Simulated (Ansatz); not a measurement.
Computed with Ansatz on PBE0-D4/def2-TZVP structures; ΔE is electronic, products minus reactants. CCSD(T)/CBS adds triple-zeta CCSD(T) − MP2 to the extrapolated MP2 energy (def2 sets, frozen cores). This one scheme is used for every species. DFT in def2-TZVPP. B3LYP here is the variant with VWN-RPA as its local correlation; programs differ in this. Triplets are unrestricted, without spin–orbit coupling.

Reaction (formal loss of a carbene): `Cc1ccccn1` → `[CH2]` (triplet) + `c1ccncc1`

CCSD(T)/CBS gives +453.1 kJ/mol.

**Question.** Another level gave +451.3 kJ/mol. Which?
A. r2SCAN0/def2-TZVPP
B. B3LYP-D4/def2-TZVPP
C. ωB97X-V/def2-TZVPP
D. CAM-B3LYP-D4/def2-TZVPP

**Answer.** D. CAM-B3LYP-D4 451.3, B3LYP-D4 446.3, ωB97X-V 464.0, r2SCAN0 426.0 kJ/mol.

Largest T1 diagnostic among the species: 0.012.

In def2-TZVPP, CCSD(T) changes the Hartree–Fock value by +138.0 kJ/mol (the triples alone add +11.9 kJ/mol) and MP2 by +152.9 kJ/mol. At CCSD(T), def2-SVP lies −14.7 kJ/mol from the extrapolated value and def2-TZVPP −11.2 kJ/mol. From PBE to PBE0 (25 % exact exchange), in def2-TZVPP and without D4, ΔE moves by −7.4 kJ/mol.

CCSD(T)/CBS has its own doubt, a few kJ/mol and more with outer-core shells, so smaller differences from it don't rank the levels.
